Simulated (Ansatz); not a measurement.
**Cd (diamond type): how the settings move a single-point run**

Aim: see which settings change the result for Cd (diamond type), by how much, and at what cost.

Program: Ansatz 0.2.0. Level of theory: reference: DFT, PBE, PAW with Ansatz's default frozen-core files, scalar-relativistic. These are calculated values, not measurements.

**1. The starting structure**

Symmetry: Fd-3m, No. 227, cubic system. Conventional cell: a = 6.680 Å, b = 6.680 Å, c = 6.680 Å, α = 90.00°, β = 90.00°, γ = 90.00°. Cd (site symmetry -43m) is surrounded by 4 Cd at 2.89 Å.

As a file:

```cif
data_structure
_symmetry_space_group_name_H-M 'Fd-3m:1'
_symmetry_Int_Tables_number 227
_cell_length_a 6.6800
_cell_length_b 6.6800
_cell_length_c 6.6800
_cell_angle_alpha 90.000
_cell_angle_beta 90.000
_cell_angle_gamma 90.000
_cell_volume 298.08
loop_
_atom_site_label
_atom_site_type_symbol
_atom_site_symmetry_multiplicity
_atom_site_Wyckoff_symbol
_atom_site_fract_x
_atom_site_fract_y
_atom_site_fract_z
_atom_site_occupancy
Cd1 Cd 8 b 0.00000 0.00000 0.50000 1
```

**2. Baseline**

The input, input.yaml:

```yaml
crystal:
  lattice:
    - [0.0, 3.3399999803, 3.3399999803]
    - [3.3399999803, 0.0, 3.3399999803]
    - [3.3399999803, 3.3399999803, 0.0]
  atoms:
    - { symbol: Cd, position: [0.0, 0.0, 0.0] }
    - { symbol: Cd, position: [0.25, 0.25, 0.25] }
kpoints:
  mp_grid: { grid: [9, 9, 9] }
  band_path:
    path:
      - [0.0, 0.0, 0.0]
      - [0.5, 0.0, 0.5]
      - [0.625, 0.25, 0.625]
      - [0.375, 0.375, 0.75]
      - [0.0, 0.0, 0.0]
      - [0.5, 0.5, 0.5]
      - [0.5, 0.25, 0.75]
      - [0.5, 0.0, 0.5]
    npoints: 14
scf:
  occupations: { method: fermi_dirac, width: 0.08 }
hamiltonian:
  xc: pbe
  pseudopotentials: { kind: paw }
output:
  forces: true
  stress: true
  eigenvalues: true
  efg: { contact_densities: true }
  populations: true
  bader: true
  dos: { projected: true, de: 0.2, e_range: [-14, 8] }
  write_density: true
  write_potential: true
  elf: true
  volumetric_format: npy
```

Command:

```console
$ ansatz run input.yaml --threads 1 --pin off --max-ram 2048MiB --backend cpu --events-out ev --progress --plain --runs-dir out
```

**3. Changing settings: mp_grid.shift [0.5, 0.5, 0.5], occupations.method cold, occupations.width 0.05, mixing.algorithm broyden, mixing.beta 0.05**

Edit input.yaml of step 2 so:

```diff
@@ -9,3 +9,3 @@
 kpoints:
-  mp_grid: { grid: [9, 9, 9] }
+  mp_grid: { grid: [9, 9, 9], shift: [0.5, 0.5, 0.5] }
   band_path:
@@ -22,3 +22,4 @@
 scf:
-  occupations: { method: fermi_dirac, width: 0.08 }
+  occupations: { method: cold, width: 0.05 }
+  mixing: { algorithm: broyden, beta: 0.05 }
 hamiltonian:
@@ -32,4 +33,2 @@
   populations: true
-  bader: true
-  dos: { projected: true, de: 0.2, e_range: [-14, 8] }
   write_density: true
```

**Question.** What will these runs give? Wanted: for each run, ending; energy change; pressure; gap; force.

The runs gave:

| run | ending | energy change | pressure (GPa) | gap (eV) | force (eV/Å) | cycles | time |
| --- | --- | --- | --- | --- | --- | --- | --- |
| reference | converged | 0 | 0.0 | 0.00 | 0.00 | 6 | 19 s |
| 1: mp_grid.shift [0.5, 0.5, 0.5], occupations.method cold, occupations.width 0.05, mixing.algorithm broyden, mixing.beta 0.05 | converged | -0.6 meV/atom (σ→0) | 0.1 | 0.00 | 0.00 | 11 | 20 s |

Times don't compare one to one where runs were asked for different outputs or read a saved state (see the inputs); cycles may leave out searches for a lower state.

Residual by cycle in the longest SCF loop of each run; runs are numbered as in the table. The quantity is the density residual dr2, in eV.

| cycle | reference | run 1 |
| --- | --- | --- |
| 1 | 8.2e-4 | 4.2e-4 |
| 2 | 1.3e-4 | 3.6e-4 |
| 3 | 7.6e-6 | 2.4e-4 |
| 4 | 4.8e-6 | 2.3e-5 |
| 5 | 1.5e-7 | 7.2e-6 |
| 6 | 1.6e-9 | 3.8e-6 |
| 7 | - | 4.0e-7 |
| 8 | - | 1.7e-7 |
| 9 | - | 1.5e-7 |
| 10 | - | 1.1e-7 |
| 11 | - | 1.3e-9 |

**Reading.** Changing the k-point mesh, smearing and mixing moves the energy by -0.6 meV/atom (σ→0 values). More than one kind of setting changed, and this run alone doesn't tell their shares apart.
